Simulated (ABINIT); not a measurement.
Here is an ABINIT 10.8.3 (patched build) calculation.

File run.abi:

```
# Datasets: ground state, then fixed potential
ndtset 2

# Pseudopotentials
pp_dirpath "./"
pseudos "Sb.GGA_PBE-JTH.xml"

# Structure
acell 3*1.0
rprim
     4.0708480177     2.3503051989     7.1015907763
    -4.0708480177     2.3503051989     7.1015907763
     0.0000000000    -4.7006103977     7.1015907763
ntypat 1
znucl 51
natom 2
typat 1 1
xcart
     0.0000000000     0.0000000000    16.3303210379
     0.0000000000     0.0000000000     4.9744512911

# Plane-wave basis
ecut 16.0
pawecutdg 32.0
pawxcdev 0

# Exchange and correlation
ixc 11

# Bands and occupations
occopt 3
tsmear 0.05 eV

# Spin
nspinor 2
nspden 1
pawspnorb 1

# SCF cycle
nstep 100

# Output
iomode 3
prtwf 0
prteig 0
prtebands 0
enunit 1
prtden1 1

# Dataset 1
kptopt1 4
ngkpt1 8 8 8
nshiftk1 1
shiftk1 0.0 0.0 0.0
nband1 38
tolvrs1 1.0e-9

# Dataset 2: bands along G-L-B1
iscf2 -2
getden2 1
nband2 50
nbdbuf2 8
tolwfr2 1.0e-11
kptopt2 -2
ndivsm2 8
prteig2 1
prtvol2 -3
kptbounds2
     0.0000000000     0.0000000000     0.0000000000
     0.5000000000     0.0000000000     0.0000000000
     0.5000000000     0.2396873643    -0.2396873643
```

Potentials or basis: JTH PAW PBE v2.0.

Launch:

```sh
$ abinit run.abi > log 2>&1
```

Problem. What does it give for the pressure?

Solution. 2.7 GPa.

Problem. Predict the largest force.

Solution. 0.170 eV/Å.

Stress tensor (GPa, compression positive):
```
2.90 0.00 0.00
0.00 2.90 0.00
0.00 0.00 2.26
```
